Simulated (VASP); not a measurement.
Write the native input for VASP 6.6.1 that does the following.

- Task: single point
- Functional: PBEsol
- Potentials or basis: VASP PAW PBE potentials, release 64 (V_sv)
- Cutoff: 520 eV
- k mesh: 22 × 22 × 22
- Occupations: gaussian, width 0.15 eV
- Spin: no spin polarisation
- Dipole correction: no
- Further INCAR settings: ALGO = Fast; EDIFF = 1e-06; NBANDS = 12

The structure of V lies in POSCAR:

```
V
1.0
   -1.3919600000      1.3919600000      1.5130000000
    1.3919600000     -1.3919600000      1.5130000000
    1.3919600000      1.3919600000     -1.5130000000
V
1
Direct
    0.0000000000      0.0000000000      0.0000000000
```

This isn't the form of V at room conditions, which is bcc.

The cell isn't the ideal one: strain -0.080 along x and y, +0.000 along z, atoms carried along.

These files were run (other wordings do the same):

INCAR

```
PREC     = Accurate       # precision mode
ENCUT    = 520            # plane-wave cutoff, eV
EDIFF    = 1E-6           # SCF threshold, eV
ISMEAR   = 0              # smearing method
SIGMA    = 0.15           # smearing width, eV
LREAL    = False          # projectors in reciprocal space
LASPH    = True           # aspherical terms in the spheres
NELM     = 100            # most SCF steps
ALGO     = Fast           # electronic algorithm
ISIF     = 2              # what is computed and relaxed
LWAVE    = False          # write WAVECAR
LCHARG   = False          # write CHGCAR
GGA      = PS             # functional
NBANDS   = 12             # bands
```

KPOINTS

```
Automatic mesh
0
Gamma
  22 22 22
```

Potentials or basis: VASP PAW PBE potentials, release 64 (V_sv).

The run is started by

```console
$ cat potpaw_PBE.64/V_sv/POTCAR > POTCAR
$ mpirun -np 1 vasp_std > vasp.out
```

Results of the run:

```
Pressure               : 24.7 GPa
Band gap on the k mesh : none (metal or under the smearing width)
```

Caveat: so large a pressure means that the cell lies far from this level's equilibrium, or that cutoff or potentials fall short; the potentials were made for another functional, which shifts forces and pressure.

Wall time 68 s on 1 thread of Intel(R) Xeon(R) Platinum 8559C (Emerald Rapids) (shared host), peak memory 0.21 GiB.
